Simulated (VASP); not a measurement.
**MoS2 under changes of volume**

One of the cells (26.211 Å³/atom); the others are scaled copies at fixed shape and fractional positions:

```
CELL_PARAMETERS angstrom
3.14146 0.00000 0.00000
-1.57073 2.72058 0.00000
0.00000 0.00000 27.60133
ATOMIC_POSITIONS crystal
Mo 0.33333 0.66667 0.22765
Mo 0.33333 0.66667 0.77235
Mo 0.66667 0.33333 0.00000
S 0.66667 0.33333 0.17116
S 0.66667 0.33333 0.71591
S 0.33333 0.66667 0.94352
S 0.66667 0.33333 0.28409
S 0.66667 0.33333 0.82884
S 0.33333 0.66667 0.05648
```

| Quantity | Value |
| --- | --- |
| Program | VASP 6.6.1 |
| Functional | PBEsol |
| Potentials or basis | VASP PAW PBE potentials, release 64 (Mo_sv, S) |
| Cutoff | 520 eV |
| k mesh | 8 × 8 × 1 |
| Occupations | gaussian, width 0.02 eV |
| Spin | no spin polarisation |

```csv
volume (Å³/atom),energy over the lowest point (meV/atom),largest force (eV/Å)
25.162,?,?
25.687,3.65,0.360
26.211,0.00,0.004
26.735,3.19,0.327
27.259,12.53,0.632
```

**Question.** What does the run at 25.162 Å³/atom give?

**Answer.** Energy over the lowest point 14.92 meV/atom; largest force 0.747 eV/Å.

Worked out: A Birch-Murnaghan fit of order 2 (a polynomial in V^(-2/3)) to the other rows has its minimum at 26.22 Å³/atom with B0 = V·E''(V) = 104 GPa at fixed shape and positions, which overstates the stiffness. It gives 14.86 meV/atom at 25.162 Å³/atom, against the run's 14.92.

Energies are extrapolated to zero smearing.

Caveats: the PAW data sets were made with another functional, which shifts forces and pressure a little.
